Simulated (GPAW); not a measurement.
# GaN (P-6m2) in GPAW: single point with PBE

Aim: the single point of GaN with PBE.

All numbers are computed with GPAW 26.7.0; they aren't measurements. Logs are shortened: lines on timing, memory, paths and dates and some standing lists are left out, and cuts for length are marked. The log counts tension as positive stress, the text compression.

## Step 1: The structure

It takes space group P-6m2 (No. 187, hexagonal). Conventional cell: a = 2.981 Å, b = 2.981 Å, c = 2.683 Å, α = 90.00°, β = 90.00°, γ = 120.00°. Ga (site symmetry -6m2) has 6 N at 2.18 Å as nearest neighbours. Around N (site symmetry -6m2) lie 6 Ga at 2.18 Å.

The cell was built by a generator and needn't be a form met in nature.

## Step 2: Single point, PBE

The input, GaN.xyz:

```xyz
2
Lattice="2.9806400175 0.0000000000 0.0000000000 -1.4903200088 2.5813099747 0.0000000000 0.0000000000 0.0000000000 2.6833700000" Properties=species:S:1:pos:R:3 pbc="T T T"
Ga     1.4903349119      0.8604280539      1.3416850000
N      0.0000149031     -0.0000086043      0.0000000000
```

Potentials or basis: GPAW PAW data sets (gpaw-data 1.2.1), pw.

Run with:

```console
> OMP_NUM_THREADS=1 gpaw run GaN.xyz -p 'mode=PW(800),xc=PBE,kpts={size:(10,10,10),gamma:True},occupations={name:fermi-dirac,width:0.05},nbands=11,convergence={density:1e-05,energy:1e-05},maxiter=150,txt=gpaw.txt' --properties efs -w gs.gpw
```

Output:

```text
__  _  _
 | _ |_)|_||  |
 |__||  | ||/\| - 26.7.0

Input parameters:
  mode=PW(ecut=800.0),
  convergence={'density': 1e-05, 'energy': 1e-05},
  kpts=MonkhorstPack(size=[10, 10, 10], gamma=True),
  maxiter=150,
  nbands=11,
  occupations=Occupations(name='fermi-dirac', width=0.05),
  xc=XC(name='PBE')

Diagonalizing LCAO Hamiltonian
Converting LCAO to pw mode

           Ga

       N

Atoms  # Å, Bohr magnetons
|   | symbol |        x |         y |        z |    initial magnetic moments |
|---|--------|----------|-----------|----------|-----------------------------|
| 0 |     Ga | 1.490335 |  0.860428 | 1.341685 | ( 0.0000,  0.0000,  0.0000) |
| 1 |      N | 0.000015 | -0.000009 | 0.000000 | ( 0.0000,  0.0000,  0.0000) |

Unit cell  # Å
| periodic |         x |        y |        z |  lengths |     angles |
|----------|-----------|----------|----------|----------|------------|
|      yes |  2.980640 | 0.000000 | 0.000000 | 2.980640 |  90.000000 |
|      yes | -1.490320 | 2.581310 | 0.000000 | 2.980640 |  90.000000 |
|      yes |  0.000000 | 0.000000 | 2.683370 | 2.683370 | 120.000000 |

Number of symmetries: 4
Symmetry operations  # r_c * U_cc + t_c -> r_c
|   | kind |            matrix            |
|---|------|------------------------------|
| 0 |  E   |  1, 0, 0,  0, 1, 0,  0, 0, 1 |
| 1 |  σ   |  1, 0, 0,  0, 1, 0,  0, 0,-1 |
| 2 |  σ   |  0,-1, 0, -1, 0, 0,  0, 0, 1 |
| 3 |  C2  |  0,-1, 0, -1, 0, 0,  0, 0,-1 |

BZ-sampling:
  Number of BZ points: 1000
  Number of IBZ points: 186

  Monkhorst-Pack size: [10, 10, 10]
  Monkhorst-Pack shift: [0.05, 0.05, 0.05]

K-points  # in reciprocal-cell coordinates
|     |                                coordinates |     weight |
|-----|--------------------------------------------|------------|
|   0 | (  0.00000000,   0.00000000,   0.00000000) | 0.00100000 |
|   1 | (  0.00000000,   0.00000000,   0.10000000) | 0.00200000 |
|   2 | (  0.00000000,   0.00000000,   0.20000000) | 0.00200000 |
|   3 | (  0.00000000,   0.00000000,   0.30000000) | 0.00200000 |
|   4 | (  0.00000000,   0.00000000,   0.40000000) | 0.00200000 |
|   5 | (  0.00000000,   0.00000000,   0.50000000) | 0.00100000 |
|   6 | (  0.10000000,  -0.10000000,   0.00000000) | 0.00200000 |
|   7 | (  0.10000000,  -0.10000000,   0.10000000) | 0.00400000 |
|   8 | (  0.10000000,  -0.10000000,   0.20000000) | 0.00400000 |
|   9 | (  0.10000000,  -0.10000000,   0.30000000) | 0.00400000 |
| ... |                                            |            |
| 185 | (  0.50000000,   0.50000000,   0.50000000) | 0.00100000 |

Plane wave coefficients: 1076
Cutoff: 800.0 eV

Spin-components: 1 (collinear spins)
Bands:           11
Projectors:      10
Spin-degeneracy: 2
Datatype:        complex128

Parallelization:
  kpt:    1
  domain: 1
  band:   1

Density:
  Valence electrons: 8.0
  Components: 1
  Grid points: [20 20 18]
  Charge: 0.0  # |e|

Potential:
  Grid points: [20 20 18]

species:
  Ga:
    name:    Gallium
    Z:       31.0
    valence: 3
    core:    28
    charge:  0.0  # [|e|]
    compensation charges:
      type: gauss
      rc: 0.37  # [Å]
      lmax: 2
    cutoffs:
      filter: 2.06  # [Å]
      core: 4.17  # [Å]
    projectors
    | kind |    occ | energy [eV] | rcut [Å] |
    |------|--------|-------------|----------|
    |   4s |  2.000 |      -8.945 |    1.164 |
    |   4p |  1.000 |      -2.580 |    1.164 |
    |    s |        |      18.266 |    1.164 |
    |    p |        |      24.631 |    1.164 |
    |    d |        |       0.000 |    1.164 |

    Using partial waves for Ga as LCAO basis

  N:
    name:    Nitrogen
    Z:       7.0
    valence: 5
    core:    2
    charge:  0.0  # [|e|]
    compensation charges:
      type: gauss
      rc: 0.18  # [Å]
      lmax: 2
    cutoffs:
      filter: 1.11  # [Å]
      core: 0.96  # [Å]
    projectors
    | kind |    occ | energy [eV] | rcut [Å] |
    |------|--------|-------------|----------|
    |   2s |  2.000 |     -18.583 |    0.603 |
    |   2p |  3.000 |      -7.089 |    0.529 |
    |    s |        |       8.629 |    0.603 |
    |    p |        |      20.123 |    0.529 |
    |    d |        |       0.000 |    0.577 |

    Using partial waves for N as LCAO basis

Reference energy: -54366.393033  # eV

eigensolver:
  PPCG
  Converge bands: occupied
  niter=2

density mixing:
  MSR1-Mixer
  Pratt-step length: 0.05
  Maximum mixing coefficient: 0.75
  Old densities: 10
  SVD Regularization: 0.005
  Good broyden scale: 1.0
  Trust region scale: 1.0
  Backstep threshold: 4.0
  History deletion threshold: 6.0
  Fourier metric: weight=20.0, sigma=0.015

occupation numbers:
  Fermi-Dirac:
    width: 0.0500  # eV

poisson solver:
  ecut: 6400.0  # eV

xc functional:
  name: PBE with 2 nearest neighbor stencil

convergence criteria:
- Maximum integral of absolute [dens]ity change: 1e-05 electrons / valence electron
- Maximum [total energy] change in last 3 cyles: 1e-05 eV / valence electron
- Maximum integral of absolute [eigenst]ate change: 4e-08 eV^2 / valence electron
maximum number of iterations: 150

SCF iterations
|iter     | |      energy | eigst |  dens |
|---------|-|-------------|-------|-------|
|iter:   1| |  -12.174723 | -0.17 |       |
|iter:   2| |  -11.687340 | -2.09 | -0.58 |
|iter:   3| |  -10.420633 | -1.04 | -0.64 |
|iter:   4| |  -10.410972 | -3.00 | -1.37 |
|iter:   5| |  -10.408755 | -3.60 | -1.59 |
|iter:   6| |  -10.408627 | -4.79 | -2.44 |
|iter:   7| |  -10.408624 | -5.84 | -3.05 |
|iter:   8| |  -10.408629c| -7.08 | -3.54 |
|iter:   9| |  -10.408629c| -7.69c| -4.62 |
|iter:  10| |  -10.408629c| -8.65c| -5.21c|

Converged in 10 steps
Energy contributions relative to reference atoms: (reference = -54366.393033)

Energy contributions:
  Kinetic:          18.356836
  Coulomb:         -14.568075
  Zero:              0.135449
  External:          0.000000
  Xc:              -14.330990
  Entropy:          -0.003698
  Spinorbit:         0.000000
  ----------------------------
  Free energy:     -10.410478
  Extrapolated:    -10.408629

dipole moment: (-9.084711, 5.245035, -6.679589)  # |e|*Ang

Fermi level: 8.798
Eigenvalues  # (at kpt = [0.000, 0.000, 0.000])
| band index |      eig [eV] | occ [0-2] |
|------------|---------------|-----------|
|          0 |        -8.388 |     2.000 |
|          1 |         7.584 |     2.000 |
|          2 |         7.824 |     2.000 |
|          3 |         7.824 |     2.000 |
|          4 |         8.547 |     1.987 |
|          5 |        18.378 |     0.000 |
|          6 |        18.378 |     0.000 |
|          7 |        19.270 |     0.000 |
|          8 |        23.435 |     0.000 |
|          9 |        24.396 |     0.000 |
|         10 |        28.083 |     0.000 |

No gap
No difference between direct/indirect transitions

Forces  # eV/Ang
|        x |        y |       z |
|----------|----------|---------|
| -0.00000 |  0.00000 | 0.00000 |  # Ga   0
|  0.00000 | -0.00000 | 0.00000 |  # N    1

Stress tensor  # eV/Ang^3
|         x |         y |         z |
|-----------|-----------|-----------|
| -0.008643 | -0.000003 |  0.000000 |
| -0.000003 | -0.008646 |  0.000000 |
|  0.000000 |  0.000000 | -0.009729 |

# Writing to gs.gpw (mode='')
```

Wall time 55 s (1 thread of Arm Neoverse N1, shared host); peak memory 0.21 GiB.

Results:

| Property | Result |
| --- | --- |
| Free energy | -10.4105 eV |
| Pressure | 1.4 GPa |
| Band gap on the k mesh | none (metal or under the smearing width) |

Levels at points of the mesh, in eV from the Fermi level:
```
           k point  band 1  band 2  band 3  band 4  band 5  band 6  band 7
(0.00, 0.00, 0.00)  -17.19   -1.21   -0.97   -0.97   -0.25    9.58    9.58
(0.00, 0.00, 0.50)  -14.57   -9.47   -0.03   -0.03    5.32    5.88   12.44
(0.50, 0.00, 0.00)  -14.60   -8.73   -2.79    0.12    2.43    7.16   11.15
(0.50, 0.00, 0.50)  -12.53   -6.16   -5.44   -1.21   -0.70    7.28    7.84
(0.50, 0.50, 0.00)  -14.60   -8.73   -2.79    0.12    2.43    7.16   11.15
(0.50, 0.50, 0.50)  -12.53   -6.16   -5.44   -1.21   -0.70    7.28    7.84
```

## Step 3: For comparison

An earlier run on the cell as given: functional PBE; potentials or basis GPAW PAW data sets (gpaw-data 1.2.1); cutoff 800 eV; basis pw; k mesh 10 × 10 × 10; occupations fermi-dirac, width 0.05 eV; no spin polarisation.

* Pressure: 1.4 GPa
* Band gap on the k mesh: none (metal or under the smearing width)
